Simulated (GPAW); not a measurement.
# Al (Fm-3m) in GPAW: a series of runs, part 2 of 2

GPAW 26.7.0.

## (4) Relaxation of cell and atoms, RPBE

File run.py:

```python
from ase.filters import FrechetCellFilter
from ase.io import read, write
from ase.optimize import BFGS
from gpaw import GPAW, PW

atoms = read('Al.xyz')

calc = GPAW(mode=PW(600),
            xc='RPBE',
            kpts={'size': (11, 11, 11), 'gamma': True},
            occupations={'name': 'fermi-dirac', 'width': 0.05},
            nbands=7,
            convergence={'density': 1e-05, 'forces': 0.0001},
            maxiter=150,
            txt='gpaw.txt')
atoms.calc = calc
opt = BFGS(FrechetCellFilter(atoms), trajectory='relax.traj', logfile='-')
done = opt.run(fmax=0.05, steps=60)
calc.write('gs.gpw')
write('result.traj', atoms)
print('Converged:', done)
print('Cell:', atoms.cell.cellpar().round(4))
print('Volume:', round(atoms.get_volume(), 4))
print(atoms.get_scaled_positions().round(5))
```

File Al.xyz:

```xyz
1
Lattice="0.0000000000 2.0248050000 2.0248050000 2.0248050000 0.0000000000 2.0248050000 2.0248050000 2.0248050000 0.0000000000" Properties=species:S:1:pos:R:3 pbc="T T T"
Al     0.0000000000      0.0000000000      0.0000000000
```

Potentials or basis: the program's PAW data sets (release 1.2.1) made for this functional, pw.

Launch:

```
> OMP_NUM_THREADS=1 python run.py
```

gpaw.txt:

```text
__  _  _
 | _ |_)|_||  |
 |__||  | ||/\| - 26.7.0

Input parameters:
  mode=PW(ecut=600.0),
  convergence={'density': 1e-05, 'forces': 0.0001},
  kpts=MonkhorstPack(size=(11, 11, 11), gamma=True),
  maxiter=150,
  nbands=7,
  occupations=Occupations(name='fermi-dirac', width=0.05),
  xc=XC(name='RPBE')

Diagonalizing LCAO Hamiltonian
Converting LCAO to pw mode

       Al

Atoms  # Å, Bohr magnetons
|   | symbol |        x |        y |        z |    initial magnetic moments |
|---|--------|----------|----------|----------|-----------------------------|
| 0 |     Al | 0.000000 | 0.000000 | 0.000000 | ( 0.0000,  0.0000,  0.0000) |

Unit cell  # Å
| periodic |        x |        y |        z |  lengths |    angles |
|----------|----------|----------|----------|----------|-----------|
|      yes | 0.000000 | 2.024805 | 2.024805 | 2.863507 | 60.000000 |
|      yes | 2.024805 | 0.000000 | 2.024805 | 2.863507 | 60.000000 |
|      yes | 2.024805 | 2.024805 | 0.000000 | 2.863507 | 60.000000 |

Number of symmetries: 48
Symmetry operations  # r_c * U_cc + t_c -> r_c
|    | kind |            matrix            |
|----|------|------------------------------|
|  0 |  σ   |  1, 0, 0,  1, 0,-1,  1,-1, 0 |
[... 449 lines left out ...]

Atoms  # Å, Bohr magnetons
|   | symbol |         x |        y |        z |    initial magnetic moments |
|---|--------|-----------|----------|----------|-----------------------------|
| 0 |     Al | -0.000000 | 0.000000 | 0.000000 | ( 0.0000,  0.0000,  0.0000) |

Unit cell  # Å
| periodic |         x |         y |        z |  lengths |    angles |
|----------|-----------|-----------|----------|----------|-----------|
|      yes | -0.000000 |  2.034618 | 2.034618 | 2.877384 | 60.000000 |
|      yes |  2.034618 | -0.000000 | 2.034618 | 2.877384 | 60.000000 |
|      yes |  2.034618 |  2.034618 | 0.000000 | 2.877384 | 60.000000 |

Number of symmetries: 48
Symmetry operations  # r_c * U_cc + t_c -> r_c
|    | kind |            matrix            |
|----|------|------------------------------|
|  0 |  σ   |  1, 0, 0,  1, 0,-1,  1,-1, 0 |
|  1 |  C2  |  1, 0, 0,  1,-1, 0,  1, 0,-1 |
|  2 |  E   |  1, 0, 0,  0, 1, 0,  0, 0, 1 |
|  3 |  σ   |  1, 0, 0,  0, 0, 1,  0, 1, 0 |
|  4 |  C4  |  1, 0,-1,  1, 0, 0,  1,-1, 0 |
|  5 |  S6  |  1, 0,-1,  1,-1, 0,  1, 0, 0 |
|  6 |  σ   |  1, 0,-1,  0, 1,-1,  0, 0,-1 |
|  7 |  C3  |  1, 0,-1,  0, 0,-1,  0, 1,-1 |
|  8 |  S6  |  1,-1, 0,  1, 0, 0,  1, 0,-1 |
[... 148 lines left out ...]
SCF iterations
|iter     | |      energy | eigst |  dens |force |
|---------|-|-------------|-------|-------|------|
|iter:   1| |   -3.492137 | -3.30 |       |      |
|iter:   2| |   -3.492132 | -6.98 | -2.44 |      |
|iter:   3| |   -3.492094c| -5.68 | -2.47 |      |
|iter:   4| |   -3.492093c| -6.35 | -3.02 |      |
|iter:   5| |   -3.492093c| -8.40c| -4.02 |      |
|iter:   6| |   -3.492093c| -7.52c| -4.44 |      |
|iter:   7| |   -3.492093c| -8.84c| -5.59c|      |
|iter:   8| |   -3.492093c| -9.77c| -6.17c|-26.10c|

Converged in 8 steps
Energy contributions relative to reference atoms: (reference = -6606.623678)

Energy contributions:
  Kinetic:           3.073213
  Coulomb:          -1.301528
  Zero:             -0.006901
  External:          0.000000
  Xc:               -5.254866
  Entropy:          -0.004023
  Spinorbit:         0.000000
  ----------------------------
  Free energy:      -3.494105
  Extrapolated:     -3.492093
[... 18 lines left out ...]
Stress tensor  # eV/Ang^3
|         x |         y |         z |
|-----------|-----------|-----------|
| -0.000081 |  0.000000 |  0.000000 |
|  0.000000 | -0.000081 | -0.000000 |
|  0.000000 | -0.000000 | -0.000081 |

Forces  # eV/Ang
|       x |        y |       z |
|---------|----------|---------|
| 0.00000 | -0.00000 | 0.00000 |  # Al   0

# Writing to gs.gpw (mode='')
```

Run time: 17 s. Hardware: 1 thread of Arm Neoverse V1, shared host; peak memory 0.14 GiB.

Results:

* Free energy: -3.4941 eV
* Relaxed volume: 16.85 Å³/atom
* Relaxed cell: a = 2.877 Å, b = 2.877 Å, c = 2.877 Å, α = 60.00°, β = 60.00°, γ = 60.00°
* Space group after relaxing (to 0.05 Å): Fm-3m (No. 225)
* Energy gained by relaxing: 0.9 meV/atom
* Ionic steps: 3
* Pressure after relaxing: 0.0 GPa
* Band gap on the k mesh: none (metal or under the smearing width)

The path:
```
step  energy change (eV)  largest force (eV/Å)  pressure (GPa)  volume (Å³)
   1              0.0000                0.0000            1.17        16.60
   2             -0.0005                0.0000            0.75        16.69
   3             -0.0009                0.0000            0.01        16.85
```

Final structure:
```yaml
crystal:
  lattice:
    - [0.00000, 2.03462, 2.03462]
    - [2.03462, 0.00000, 2.03462]
    - [2.03462, 2.03462, 0.00000]
  atoms:
    - { symbol: Al, position: [0.00000, 0.00000, 0.00000] }
```

Levels at points of the mesh, in eV from the Fermi level:
| k point | band 1 | band 2 | band 3 | band 4 |
| --- | --- | --- | --- | --- |
| (0.00, 0.00, 0.00) | -11.02 | 12.51 | 12.51 | 12.51 |

Caveat: later steps reuse the first step's grids.

## (5) Relaxation of cell and atoms, revPBE

run.py, as its differences from that of step 4:

```diff
@@ -1,3 +1,4 @@
+from ase import Atoms
 from ase.filters import FrechetCellFilter
-from ase.io import read, write
+from ase.io import write
 from ase.optimize import BFGS
@@ -5,6 +6,11 @@
 
-atoms = read('Al.xyz')
+atoms = Atoms(['Al'],
+              cell=[[0.0, 2.024805, 2.024805],
+                    [2.024805, 0.0, 2.024805],
+                    [2.024805, 2.024805, 0.0]],
+              scaled_positions=[[0.0, 0.0, 0.0]],
+              pbc=True)
 
 calc = GPAW(mode=PW(600),
-            xc='RPBE',
+            xc='revPBE',
             kpts={'size': (11, 11, 11), 'gamma': True},
@@ -17,3 +23,3 @@
 opt = BFGS(FrechetCellFilter(atoms), trajectory='relax.traj', logfile='-')
-done = opt.run(fmax=0.05, steps=60)
+done = opt.run(fmax=0.02, steps=60)
 calc.write('gs.gpw')
```

Potentials or basis: the program's PAW data sets (release 1.2.1) made for this functional, pw.

Launch:

```
> OMP_NUM_THREADS=1 python run.py
```

gpaw.txt:

```text
__  _  _
 | _ |_)|_||  |
 |__||  | ||/\| - 26.7.0

Input parameters:
  mode=PW(ecut=600.0),
  convergence={'density': 1e-05, 'forces': 0.0001},
  kpts=MonkhorstPack(size=(11, 11, 11), gamma=True),
  maxiter=150,
  nbands=7,
  occupations=Occupations(name='fermi-dirac', width=0.05),
  xc=XC(name='revPBE')

Diagonalizing LCAO Hamiltonian
Converting LCAO to pw mode

       Al

Atoms  # Å, Bohr magnetons
|   | symbol |        x |        y |        z |    initial magnetic moments |
|---|--------|----------|----------|----------|-----------------------------|
| 0 |     Al | 0.000000 | 0.000000 | 0.000000 | ( 0.0000,  0.0000,  0.0000) |

Unit cell  # Å
| periodic |        x |        y |        z |  lengths |    angles |
|----------|----------|----------|----------|----------|-----------|
|      yes | 0.000000 | 2.024805 | 2.024805 | 2.863507 | 60.000000 |
|      yes | 2.024805 | 0.000000 | 2.024805 | 2.863507 | 60.000000 |
|      yes | 2.024805 | 2.024805 | 0.000000 | 2.863507 | 60.000000 |

Number of symmetries: 48
Symmetry operations  # r_c * U_cc + t_c -> r_c
|    | kind |            matrix            |
|----|------|------------------------------|
|  0 |  σ   |  1, 0, 0,  1, 0,-1,  1,-1, 0 |
|  1 |  C2  |  1, 0, 0,  1,-1, 0,  1, 0,-1 |
|  2 |  E   |  1, 0, 0,  0, 1, 0,  0, 0, 1 |
|  3 |  σ   |  1, 0, 0,  0, 0, 1,  0, 1, 0 |
|  4 |  C4  |  1, 0,-1,  1, 0, 0,  1,-1, 0 |
|  5 |  S6  |  1, 0,-1,  1,-1, 0,  1, 0, 0 |
|  6 |  σ   |  1, 0,-1,  0, 1,-1,  0, 0,-1 |
|  7 |  C3  |  1, 0,-1,  0, 0,-1,  0, 1,-1 |
|  8 |  S6  |  1,-1, 0,  1, 0, 0,  1, 0,-1 |
|  9 |  C4  |  1,-1, 0,  1, 0,-1,  1, 0, 0 |
| 10 |  C3  |  1,-1, 0,  0,-1, 1,  0,-1, 0 |
| 11 |  σ   |  1,-1, 0,  0,-1, 0,  0,-1, 1 |
| 12 |  σ   |  0, 1, 0,  1, 0, 0,  0, 0, 1 |
| 13 |  C4  |  0, 1, 0,  0, 1,-1, -1, 1, 0 |
| 14 |  C3  |  0, 1, 0,  0, 0, 1,  1, 0, 0 |
| 15 |  S6  |  0, 1, 0, -1, 1, 0,  0, 1,-1 |
| 16 |  C2  |  0, 1,-1,  1, 0,-1,  0, 0,-1 |
| 17 |  σ   |  0, 1,-1,  0, 1, 0, -1, 1, 0 |
| 18 |  S4  |  0, 1,-1,  0, 0,-1,  1, 0,-1 |
| 19 |  C4  |  0, 1,-1, -1, 1, 0,  0, 1, 0 |
| 20 |  C3  |  0, 0, 1,  1, 0, 0,  0, 1, 0 |
| 21 |  σ   |  0, 0, 1,  0, 1, 0,  1, 0, 0 |
[... 177 lines left out ...]
No gap
No difference between direct/indirect transitions

Stress tensor  # eV/Ang^3
|         x |         y |         z |
|-----------|-----------|-----------|
| -0.005227 | -0.000000 |  0.000000 |
| -0.000000 | -0.005227 |  0.000000 |
|  0.000000 |  0.000000 | -0.005227 |

Forces  # eV/Ang
|        x |        y |       z |
|----------|----------|---------|
| -0.00000 | -0.00000 | 0.00000 |  # Al   0

Interpolating wave functions to new cell

       Al

Atoms  # Å, Bohr magnetons
|   | symbol |         x |         y |        z |    initial magnetic moments |
|---|--------|-----------|-----------|----------|-----------------------------|
| 0 |     Al | -0.000000 | -0.000000 | 0.000000 | ( 0.0000,  0.0000,  0.0000) |

Unit cell  # Å
| periodic |        x |         y |         z |  lengths |    angles |
|----------|----------|-----------|-----------|----------|-----------|
|      yes | 0.000000 |  2.027317 |  2.027317 | 2.867059 | 60.000000 |
|      yes | 2.027317 | -0.000000 |  2.027317 | 2.867059 | 60.000000 |
|      yes | 2.027317 |  2.027317 | -0.000000 | 2.867059 | 60.000000 |

Number of symmetries: 48
Symmetry operations  # r_c * U_cc + t_c -> r_c
|    | kind |            matrix            |
|----|------|------------------------------|
|  0 |  σ   |  1, 0, 0,  1, 0,-1,  1,-1, 0 |
|  1 |  C2  |  1, 0, 0,  1,-1, 0,  1, 0,-1 |
|  2 |  E   |  1, 0, 0,  0, 1, 0,  0, 0, 1 |
|  3 |  σ   |  1, 0, 0,  0, 0, 1,  0, 1, 0 |
|  4 |  C4  |  1, 0,-1,  1, 0, 0,  1,-1, 0 |
|  5 |  S6  |  1, 0,-1,  1,-1, 0,  1, 0, 0 |
|  6 |  σ   |  1, 0,-1,  0, 1,-1,  0, 0,-1 |
|  7 |  C3  |  1, 0,-1,  0, 0,-1,  0, 1,-1 |
|  8 |  S6  |  1,-1, 0,  1, 0, 0,  1, 0,-1 |
|  9 |  C4  |  1,-1, 0,  1, 0,-1,  1, 0, 0 |
| 10 |  C3  |  1,-1, 0,  0,-1, 1,  0,-1, 0 |
| 11 |  σ   |  1,-1, 0,  0,-1, 0,  0,-1, 1 |
| 12 |  σ   |  0, 1, 0,  1, 0, 0,  0, 0, 1 |
| 13 |  C4  |  0, 1, 0,  0, 1,-1, -1, 1, 0 |
| 14 |  C3  |  0, 1, 0,  0, 0, 1,  1, 0, 0 |
| 15 |  S6  |  0, 1, 0, -1, 1, 0,  0, 1,-1 |
| 16 |  C2  |  0, 1,-1,  1, 0,-1,  0, 0,-1 |
| 17 |  σ   |  0, 1,-1,  0, 1, 0, -1, 1, 0 |
| 18 |  S4  |  0, 1,-1,  0, 0,-1,  1, 0,-1 |
| 19 |  C4  |  0, 1,-1, -1, 1, 0,  0, 1, 0 |
| 20 |  C3  |  0, 0, 1,  1, 0, 0,  0, 1, 0 |
| 21 |  σ   |  0, 0, 1,  0, 1, 0,  1, 0, 0 |
[... 127 lines left out ...]
convergence criteria:
- Maximum integral of absolute [dens]ity change: 1e-05 electrons / valence electron
- Maximum change in the atomic [forces] across last 2 cycles: 0.0001 eV/Ang OR
Maximum error relative to the maximum force is below inf
- Maximum [total energy] change in last 3 cyles: 0.0005 eV / valence electron
- Maximum integral of absolute [eigenst]ate change: 4e-08 eV^2 / valence electron
maximum number of iterations: 150

SCF iterations
|iter     | |      energy | eigst |  dens |force |
|---------|-|-------------|-------|-------|------|
|iter:   1| |   -3.527452 | -3.98 |       |      |
|iter:   2| |   -3.527451 | -7.74c| -2.84 |      |
|iter:   3| |   -3.527445c| -6.48 | -2.87 |      |
|iter:   4| |   -3.527445c| -7.16 | -3.42 |      |
|iter:   5| |   -3.527445c| -7.91c| -4.43 |      |
|iter:   6| |   -3.527445c| -8.29c| -4.85 |      |
|iter:   7| |   -3.527445c| -9.48c| -6.04c|      |
|iter:   8| |   -3.527445c|-10.56c| -6.56c|-25.14c|

Converged in 8 steps
Energy contributions relative to reference atoms: (reference = -6605.764968)

Energy contributions:
  Kinetic:           3.410673
  Coulomb:          -1.576113
  Zero:             -0.006966
  External:          0.000000
  Xc:               -5.353035
  Entropy:          -0.004009
  Spinorbit:         0.000000
  ----------------------------
  Free energy:      -3.529450
  Extrapolated:     -3.527445
[... 15 lines left out ...]
No gap
No difference between direct/indirect transitions

Stress tensor  # eV/Ang^3
|         x |         y |         z |
|-----------|-----------|-----------|
| -0.003351 |  0.000000 | -0.000000 |
|  0.000000 | -0.003351 | -0.000000 |
| -0.000000 | -0.000000 | -0.003351 |

Forces  # eV/Ang
|       x |        y |       z |
|---------|----------|---------|
| 0.00000 | -0.00000 | 0.00000 |  # Al   0

Interpolating wave functions to new cell

       Al

Atoms  # Å, Bohr magnetons
|   | symbol |         x |        y |         z |    initial magnetic moments |
|---|--------|-----------|----------|-----------|-----------------------------|
| 0 |     Al | -0.000000 | 0.000000 | -0.000000 | ( 0.0000,  0.0000,  0.0000) |

Unit cell  # Å
| periodic |        x |        y |        z |  lengths |    angles |
|----------|----------|----------|----------|----------|-----------|
|      yes | 0.000000 | 2.031857 | 2.031857 | 2.873480 | 60.000000 |
|      yes | 2.031857 | 0.000000 | 2.031857 | 2.873480 | 60.000000 |
|      yes | 2.031857 | 2.031857 | 0.000000 | 2.873480 | 60.000000 |

Number of symmetries: 48
Symmetry operations  # r_c * U_cc + t_c -> r_c
|    | kind |            matrix            |
|----|------|------------------------------|
|  0 |  σ   |  1, 0, 0,  1, 0,-1,  1,-1, 0 |
|  1 |  C2  |  1, 0, 0,  1,-1, 0,  1, 0,-1 |
|  2 |  E   |  1, 0, 0,  0, 1, 0,  0, 0, 1 |
|  3 |  σ   |  1, 0, 0,  0, 0, 1,  0, 1, 0 |
|  4 |  C4  |  1, 0,-1,  1, 0, 0,  1,-1, 0 |
|  5 |  S6  |  1, 0,-1,  1,-1, 0,  1, 0, 0 |
|  6 |  σ   |  1, 0,-1,  0, 1,-1,  0, 0,-1 |
|  7 |  C3  |  1, 0,-1,  0, 0,-1,  0, 1,-1 |
|  8 |  S6  |  1,-1, 0,  1, 0, 0,  1, 0,-1 |
|  9 |  C4  |  1,-1, 0,  1, 0,-1,  1, 0, 0 |
| 10 |  C3  |  1,-1, 0,  0,-1, 1,  0,-1, 0 |
| 11 |  σ   |  1,-1, 0,  0,-1, 0,  0,-1, 1 |
| 12 |  σ   |  0, 1, 0,  1, 0, 0,  0, 0, 1 |
| 13 |  C4  |  0, 1, 0,  0, 1,-1, -1, 1, 0 |
| 14 |  C3  |  0, 1, 0,  0, 0, 1,  1, 0, 0 |
| 15 |  S6  |  0, 1, 0, -1, 1, 0,  0, 1,-1 |
| 16 |  C2  |  0, 1,-1,  1, 0,-1,  0, 0,-1 |
| 17 |  σ   |  0, 1,-1,  0, 1, 0, -1, 1, 0 |
| 18 |  S4  |  0, 1,-1,  0, 0,-1,  1, 0,-1 |
| 19 |  C4  |  0, 1,-1, -1, 1, 0,  0, 1, 0 |
| 20 |  C3  |  0, 0, 1,  1, 0, 0,  0, 1, 0 |
| 21 |  σ   |  0, 0, 1,  0, 1, 0,  1, 0, 0 |
[... 176 lines left out ...]
No gap
No difference between direct/indirect transitions

Stress tensor  # eV/Ang^3
|         x |         y |         z |
|-----------|-----------|-----------|
| -0.000043 |  0.000000 |  0.000000 |
|  0.000000 | -0.000043 | -0.000000 |
|  0.000000 | -0.000000 | -0.000043 |

Forces  # eV/Ang
|       x |        y |        z |
|---------|----------|----------|
| 0.00000 | -0.00000 | -0.00000 |  # Al   0

# Writing to gs.gpw (mode='')
```

Run time: 17 s. Hardware: 1 thread of Arm Neoverse V1, shared host; peak memory 0.14 GiB.

Results:

| Property | Result |
| --- | --- |
| Free energy | -3.5296 eV |
| Relaxed volume | 16.78 Å³/atom |
| Relaxed cell | a = 2.873 Å, b = 2.873 Å, c = 2.873 Å, α = 60.00°, β = 60.00°, γ = 60.00° |
| Space group after relaxing (to 0.05 Å) | Fm-3m (No. 225) |
| Energy gained by relaxing | 0.5 meV/atom |
| Ionic steps | 3 |
| Pressure after relaxing | 0.0 GPa |
| Band gap on the k mesh | none (metal or under the smearing width) |

Step by step:
```tsv
step	energy change (eV)	largest force (eV/Å)	pressure (GPa)	volume (Å³)
1	0.0000	0.0000	0.84	16.60
2	-0.0003	0.0000	0.54	16.66
3	-0.0005	0.0000	0.01	16.78
```

Final structure:
```cif
data_structure
_symmetry_space_group_name_H-M 'P 1'
_symmetry_Int_Tables_number 1
_cell_length_a 2.8735
_cell_length_b 2.8735
_cell_length_c 2.8735
_cell_angle_alpha 60.000
_cell_angle_beta 60.000
_cell_angle_gamma 60.000
_cell_volume 16.78
loop_
_atom_site_label
_atom_site_type_symbol
_atom_site_fract_x
_atom_site_fract_y
_atom_site_fract_z
_atom_site_occupancy
Al1 Al 0.00000 0.00000 0.00000 1
```

Caveat: later steps reuse the first step's grids.

## (6) Relaxation of cell and atoms, BLYP

run.py, as its differences from that of step 5:

```diff
@@ -3,4 +3,6 @@
 from ase.io import write
-from ase.optimize import BFGS
-from gpaw import GPAW, PW
+from ase.optimize import FIRE
+from gpaw import GPAW, PW, setup_paths
+
+setup_paths.insert(0, '.')
 
@@ -14,3 +16,3 @@
 calc = GPAW(mode=PW(600),
-            xc='revPBE',
+            xc='BLYP',
             kpts={'size': (11, 11, 11), 'gamma': True},
@@ -19,2 +21,3 @@
             convergence={'density': 1e-05, 'forces': 0.0001},
+            eigensolver='davidson',
             maxiter=150,
@@ -22,4 +25,4 @@
 atoms.calc = calc
-opt = BFGS(FrechetCellFilter(atoms), trajectory='relax.traj', logfile='-')
-done = opt.run(fmax=0.02, steps=60)
+opt = FIRE(FrechetCellFilter(atoms), trajectory='relax.traj', logfile='-')
+done = opt.run(fmax=0.05, steps=40)
 calc.write('gs.gpw')
```

Potentials or basis: PAW data sets generated in the run's folder for this functional, pw.

Launch:

```
> gpaw-setup -f BLYP Al
> OMP_NUM_THREADS=1 python run.py
```

Run time: 24 s. Hardware: 1 thread of Arm Neoverse V1, shared host; peak memory 0.15 GiB.

The run converged. Its results:

- Free energy: -2.6478 eV
- Relaxed volume: 17.40 Å³/atom
- Relaxed cell: a = 2.908 Å, b = 2.908 Å, c = 2.908 Å, α = 60.00°, β = 60.00°, γ = 60.00°
- Space group after relaxing (to 0.05 Å): Fm-3m (No. 225)
- Energy gained by relaxing: 6.9 meV/atom
- Ionic steps: 4
- Pressure after relaxing: -0.1 GPa
- Band gap on the k mesh: none (metal or under the smearing width)

The path:
| step | energy change (eV) | largest force (eV/Å) | pressure (GPa) | volume (Å³) |
| --- | --- | --- | --- | --- |
| 1 | 0.0000 | 0.0000 | 3.02 | 16.60 |
| 2 | -0.0026 | 0.0000 | 2.34 | 16.76 |
| 3 | -0.0057 | 0.0000 | 1.21 | 17.04 |
| 4 | -0.0069 | 0.0000 | -0.06 | 17.40 |

Final structure:
```
Al
1.0
     0.00000    2.05654    2.05654
     2.05654    0.00000    2.05654
     2.05654    2.05654    0.00000
Al
1
Direct
  0.00000 0.00000 0.00000
```

Levels at points of the mesh, in eV from the Fermi level:
```tsv
k point	band 1	band 2	band 3	band 4
(0.00, 0.00, 0.00)	-10.78	12.25	12.25	12.25
```

Caveat: later steps reuse the first step's grids.

## (7) The runs side by side

| level | potentials or basis | optimizer | fmax | max steps | eigensolver | gap on the mesh (eV) | pressure (GPa) | relaxed volume (Å³/atom) |
| --- | --- | --- | --- | --- | --- | --- | --- | --- |
| LDA | the program's PAW data sets (release 1.2.1) made for this functional, pw | LBFGS | 0.01 eV/Å | 100 | - | none | 0.0 | 15.86 |
| PBEsol | PAW data sets generated in the run's folder for this functional, pw | FIRE | 0.01 eV/Å | 100 | - | none | 0.1 | 16.22 |
| RPBE | the program's PAW data sets (release 1.2.1) made for this functional, pw | BFGS | 0.05 eV/Å | 60 | - | none | 0.0 | 16.85 |
| revPBE | the program's PAW data sets (release 1.2.1) made for this functional, pw | BFGS | 0.02 eV/Å | 60 | - | none | 0.0 | 16.78 |
| BLYP | PAW data sets generated in the run's folder for this functional, pw | FIRE | 0.05 eV/Å | 40 | davidson | none | -0.1 | 17.40 |

Alike in all rows: task relaxation of cell and atoms; no spin polarisation; cell relaxed; k mesh 11 × 11 × 11; cutoff (eV) 600; smearing fermi-dirac 0.05 eV.

Caveats: later steps reuse the first step's grids.

Absolute energies hang on the potentials; compare differences alone.

## (8) How close it comes

Step 2. The cell as given is a measured one (16.60 Å³/atom); LDA puts the equilibrium volume -4.5 % from it, thermal expansion not counted.

Step 3. The cell as given is a measured one (16.60 Å³/atom); PBEsol puts the equilibrium volume -2.3 % from it, thermal expansion not counted.

Step 4. The cell as given is a measured one (16.60 Å³/atom); RPBE puts the equilibrium volume +1.5 % from it, thermal expansion not counted.

Step 5. The cell as given is a measured one (16.60 Å³/atom); revPBE puts the equilibrium volume +1.0 % from it, thermal expansion not counted.

Step 6. The cell as given is a measured one (16.60 Å³/atom); BLYP puts the equilibrium volume +4.8 % from it, thermal expansion not counted.
